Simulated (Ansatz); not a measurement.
HfO2:

```
CELL_PARAMETERS angstrom
3.55802 0.00000 0.00000
0.00000 3.55802 0.00000
0.00000 0.00000 5.17186
ATOMIC_POSITIONS crystal
Hf 0.00000 0.00000 0.00000
Hf 0.50000 0.50000 0.50000
O 0.00000 0.50000 0.19721
O 0.50000 0.00000 0.30279
O 0.50000 0.00000 0.80279
O 0.00000 0.50000 0.69721
```

Measurements of this composition are mostly on another form, of space group No. 14.

| Item | Value |
| --- | --- |
| Program | Ansatz 0.2.0 |
| Task | relaxation of cell and atoms |
| Functional | PBE |
| Potentials or basis | Ansatz PAW |
| Cutoff | 420 eV (not typed: the program's choice for these potentials) |
| k mesh | 8 × 8 × 5 |
| Occupations | fermi-dirac, width 0.05 eV |
| Spin | no spin polarisation |
| Hubbard terms | Hf d U = 6 eV |

At the start: volume 10.91 Å³/atom.

Problem. Where does the relaxation end?

Solution. It ends after 11 steps and the volume is 11.63 Å³/atom (+6.6 %); space group P4_2/nmc (No. 137, to 0.05 Å).

Step by step:
| step | energy change (eV) | largest force (eV/Å) | volume (Å³) |
| --- | --- | --- | --- |
| 1 | 0.0000 | 0.5711 | 65.47 |
| 2 | -0.2538 | 0.1171 | 71.28 |
| 3 | -0.2715 | 0.1300 | 70.39 |
| 4 | -0.2898 | 0.0538 | 69.65 |
| 5 | -0.2934 | 0.0028 | 69.51 |
| 6 | -0.2934 | 0.0001 | 69.53 |
| 7 | -0.3221 | 0.0032 | 69.53 |
| 8 | -0.3215 | 0.0000 | 69.76 |
| 9 | -0.3226 | 0.0001 | 69.76 |
| 10 | -0.3225 | 0.0000 | 69.78 |
| 11 | -0.3226 | 0.0001 | 69.78 |

Final structure:
```
Hf O
1.0
     3.65007    0.00000    0.00000
     0.00000    3.65007    0.00000
     0.00000    0.00000    5.23742
Hf O
2 4
Direct
  0.00000 0.00000 0.00000
  0.50000 0.50000 0.50000
  0.00000 0.50000 0.21138
  0.50000 0.00000 0.28862
  0.50000 0.00000 0.78862
  0.00000 0.50000 0.71138
```

Caveat: the plane-wave basis is chosen anew once the cell has moved, so the energies of steps on either side of that aren't comparable; the pressure holds a Pulay correction of +0.8 GPa for the finite cutoff.
